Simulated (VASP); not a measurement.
Crystal: As.

```xyz
1
Lattice="2.4904 0.0000 0.0000 0.0000 2.4904 0.0000 0.0000 0.0000 2.4904" Properties=species:S:1:pos:R:3 pbc="T T T"
As    0.0000    0.0000    0.0000
```

This isn't the form of As at room conditions, which is rhombohedral.

The cell isn't the ideal one: cell and atoms relaxed from a first guess.

* Program: VASP 6.6.1
* Task: relaxation of cell and atoms
* Functional: PBE
* Potentials or basis: VASP PAW PBE potentials, release 64 (As)
* Cutoff: 600 eV
* k mesh: 13 × 13 × 13
* Occupations: fermi-dirac, width 0.03 eV
* Spin: no spin polarisation

At the start: pressure 40.3 GPa; volume 15.44 Å³/atom.

Q: How do energy, volume and symmetry change on relaxing?

A: Over 20 steps the energy falls by 495.9 meV/atom and the volume is 20.38 Å³/atom (+31.9 %); space group Pm-3m (No. 221, to 0.05 Å).

The path:
| step | energy change (eV) | largest force (eV/Å) | pressure (GPa) | volume (Å³) |
| --- | --- | --- | --- | --- |
| 1 | 0.0000 | 0.0000 | 40.31 | 15.44 |
| 2 | -0.2564 | 0.0000 | -11.30 | 25.86 |
| 3 | -0.4956 | 0.0000 | -0.58 | 20.52 |
| 4 | -0.4959 | 0.0000 | -0.14 | 20.41 |
| 5 | -0.4958 | 0.0000 | 0.30 | 20.30 |
| 6 | -0.4958 | 0.0000 | 0.30 | 20.30 |
| 7 | -0.4958 | 0.0000 | 0.28 | 20.31 |
| 8 | -0.4958 | 0.0000 | 0.28 | 20.31 |
| 9 | -0.4958 | 0.0000 | 0.28 | 20.31 |
| 10 | -0.4958 | 0.0000 | 0.28 | 20.31 |
| 11 | -0.4958 | 0.0000 | 0.28 | 20.31 |
| 12 | -0.4958 | 0.0000 | 0.28 | 20.31 |
| 13 | -0.4958 | 0.0000 | 0.28 | 20.31 |
| 14 | -0.4958 | 0.0000 | 0.28 | 20.31 |
| 15 | -0.4958 | 0.0000 | 0.26 | 20.31 |
| 16 | -0.4958 | 0.0000 | 0.23 | 20.32 |
| 17 | -0.4958 | 0.0000 | 0.18 | 20.33 |
| 18 | -0.4959 | 0.0000 | 0.08 | 20.36 |
| 19 | -0.4959 | 0.0000 | -0.12 | 20.41 |
| 20 | -0.4959 | 0.0000 | 0.00 | 20.38 |

Final structure:
```
As
1.0
     2.73129    0.00000    0.00000
     0.00000    2.73129    0.00000
     0.00000    0.00000    2.73129
As
1
Direct
  0.00000 0.00000 0.00000
```

Caveat: the volume moved by over 15 % at a fixed basis, so the end points are rough.
